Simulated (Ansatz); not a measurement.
SiC (Moissanite):

```
CELL_PARAMETERS angstrom
3.07600 0.00000 0.00000
-1.53800 2.66389 0.00000
0.00000 0.00000 5.04800
ATOMIC_POSITIONS crystal
Si 0.66667 0.33333 0.50000
Si 0.33333 0.66667 0.00000
C 0.66667 0.33333 0.88500
C 0.33333 0.66667 0.38500
```

```yaml
Program: Ansatz 0.2.0
Task: relaxation of cell and atoms
Functional: PBEsol
Potentials_or_basis: Ansatz PAW
Cutoff: "420 eV (not typed: the program's choice for these potentials)"
k_mesh: 10 × 10 × 5
Occupations: fermi-dirac, width 0.05 eV
Spin: no spin polarisation
```

At the start: volume 10.34 Å³/atom.

Question: How do energy, volume and symmetry change on relaxing?

Answer: It ends after 5 steps; space group P6_3mc (No. 186, to 0.05 Å).

The path:
```
step  energy change (eV)  largest force (eV/Å)  volume (Å³)
   1              0.0000                0.7473        41.36
   2             -0.0209                0.4436        41.37
   3             -0.0359                0.0009        41.34
   4             -0.0359                0.0003        41.35
   5             -0.0359                0.0003        41.35
```

Final structure:
```
Si C
1.0
     3.07579    0.00000    0.00000
    -1.53790    2.66371    0.00000
     0.00000    0.00000    5.04756
Si C
2 2
Cartesian
  1.5379 0.8879 2.5470
  0.0000 1.7758 0.0232
  1.5379 0.8879 4.4439
  0.0000 1.7758 1.9201
```

Caveat: the plane-wave basis is chosen anew once the cell has moved, so the energies of steps on either side of that aren't comparable; the PAW data sets come from PBE, with cores solved anew for the run's functional, which leaves a small shift of forces and pressure.
